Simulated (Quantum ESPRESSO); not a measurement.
## Cs under changes of volume

One of the cells (123.948 Å³/atom); the others are scaled copies at fixed shape and fractional positions:

```xyz
1
Lattice="-2.7501 2.7501 4.0972 2.7501 -2.7501 4.0972 2.7501 2.7501 -4.0972" Properties=species:S:1:pos:R:3 pbc="T T T"
Cs    0.0000    0.0000    0.0000
```

This isn't the form of Cs at room conditions, which is bcc.

- Program: Quantum ESPRESSO 7.5
- Functional: PBE
- Potentials or basis: SSSP 1.3 efficiency PBE
- Cutoff: 748 eV
- Density cutoff: 5987 eV
- k mesh: 7 × 7 × 7
- Occupations: fermi-dirac, width 0.05 eV
- Spin: no spin polarisation

```tsv
volume (Å³/atom)	energy over the lowest point (meV/atom)	pressure (GPa)
116.511	0.00	0.0
118.990	?	?
121.469	1.23	-0.1
123.948	2.68	-0.1
126.427	4.62	-0.1
128.906	7.00	-0.2
131.385	9.78	-0.2
```

Problem. What does the run at 118.990 Å³/atom give?

Solution. Energy over the lowest point 0.32 meV/atom; pressure 0.0 GPa.

Worked out: A Birch-Murnaghan fit of order 3 (a polynomial in V^(-2/3)) to the other rows has its minimum at 116.51 Å³/atom with B0 = V·E''(V) = 2.0 GPa and B' = 3.7 at fixed shape and positions, which overstates the stiffness. It gives 0.32 meV/atom at 118.990 Å³/atom, against the run's 0.32, and -dE/dV = 0.0 GPa, against 0.0.

Energies are extrapolated to zero smearing.
